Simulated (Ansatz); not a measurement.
The system is Mn.

```
Mn
1.0
     2.48365    0.00000    0.00000
    -1.24182    2.15090    0.00000
     0.00000    0.00000    4.02620
Mn
2
Cartesian
  0.0000 1.4339 1.0065
  1.2418 0.7170 3.0196
```

This isn't the form of Mn at room conditions, which is a 58-atom cubic cell.

Program: Ansatz 0.2.0. Alike in all runs: task single point; level PBE; potentials or basis Ansatz PAW; cell as given; cutoff (eV) 420; smearing fermi-dirac 0.05 eV. Hardware: 2 threads of Arm Neoverse V2 (shared host).

Order these runs on this cell by their wall time, lowest first.
A. spin collinear, program default start; fixed moment (μB) 0.0; k mesh 10 × 10 × 6
B. spin collinear, ferromagnetic start; fixed moment (μB) 6.0; k mesh 10 × 10 × 6
C. spin collinear, antiferromagnetic start; k mesh 12 × 12 × 7
D. spin collinear, ferrimagnetic start; k mesh 12 × 12 × 7

A (0.71 s), B (2.2 s), C (6.3 s), D (14 s).

Caveats: the total moment is fixed, so each spin has its own Fermi level (some runs); the moment fell far below its start of 4 μB, so a state of higher moment may lie lower in energy (some runs); the starting moments weren't kept (some runs).
